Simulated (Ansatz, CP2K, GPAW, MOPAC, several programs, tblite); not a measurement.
# PbO from cheap methods to r2SCAN

Aim: run PbO through methods of unlike cost and see what each gets, and at what price.

Program: MOPAC, tblite, CP2K, GPAW, Ansatz (versions at each run). Level of theory: no spin polarisation, static lattice; gaps from single points on the cell relaxed beforehand with r²SCAN. These are calculated values, not measurements.

### 1 The system as given

The structure is hexagonal, space group P6_3/mmc (No. 194). The conventional cell has a = 4.260 Å, b = 4.260 Å, c = 5.277 Å, α = 90.00°, β = 90.00°, γ = 120.00°. Pb (site symmetry -6m2) is surrounded by 5 O at 2.46 to 2.64 Å. O (site symmetry -6m2) has 5 Pb at 2.46 to 2.64 Å as nearest neighbours.

Coordinates:

```cif
data_structure
_symmetry_space_group_name_H-M 'P 1'
_symmetry_Int_Tables_number 1
_cell_length_a 4.2603
_cell_length_b 4.2603
_cell_length_c 5.2768
_cell_angle_alpha 90.000
_cell_angle_beta 90.000
_cell_angle_gamma 120.000
_cell_volume 82.94
loop_
_atom_site_label
_atom_site_type_symbol
_atom_site_fract_x
_atom_site_fract_y
_atom_site_fract_z
_atom_site_occupancy
Pb1 Pb 0.33333 0.66667 0.25000 1
Pb2 Pb 0.66667 0.33333 0.75000 1
O1 O 0.66667 0.33333 0.25000 1
O2 O 0.33333 0.66667 0.75000 1
```

The structure type (flat hexagonal layers, h-BN or h-MgO type) is imposed and need not be the compound's stable one.

**Question.** The methods are PM6, PM7, GFN1-xTB (tblite), GFN2-xTB (tblite), PBE/DZVP, PBE/single-zeta, PBE/SZV, coarse PBE, GLLB-SC, PBE, r2SCAN. What gap does r2SCAN give on this cell, and which other methods (full PBE left aside) come nearest to r2SCAN and farthest in gap, volume and bulk modulus?

| quantity | value |
| --- | --- |
| r2SCAN | gap 1.57 eV, 20.74 Å³/atom, B₀ 79 GPa |
| gap: nearest and farthest of the other methods | GFN2-xTB (tblite) (+0.22 eV), PM7 (+6.49 eV) |
| volume: nearest and farthest of the other methods | GFN2-xTB (tblite) (+2.7 %), PBE/SZV (+6.2 %) |
| bulk modulus: nearest and farthest of the other methods | PBE/SZV (-7 %), GFN1-xTB (tblite) (+39 %) |

**Reading.** Among the 9 methods compared for the gap (full PBE left aside), GFN2-xTB (tblite) is nearest to r2SCAN and PM7 farthest. Among the 4 methods compared for the volume (full PBE left aside), GFN2-xTB (tblite) is nearest to r2SCAN and PBE/SZV farthest. For the bulk modulus, of the 4 methods compared (full PBE left aside), PBE/SZV comes nearest to r2SCAN and GFN1-xTB (tblite) is farthest. A minimal basis or a coarse cutoff and mesh shifts results by its own error, so closeness to r2SCAN can be chance. Cluster runs see only the k-points that fold onto the zone centre, so their gaps can miss the band edges. GLLB-SC is compared with its derivative discontinuity added. No volume is given for PM6, PM7, PBE/single-zeta, coarse PBE, which can hide a larger miss. The crystal is layered or molecular; volumes and moduli at fixed shape hide how each method binds the layers. CPU times run from 1.3 s (coarse PBE) to 24 s (GLLB-SC). r2SCAN is a yardstick, not the truth: it usually gives gaps below the measured ones. Spin-orbit coupling is left out throughout.
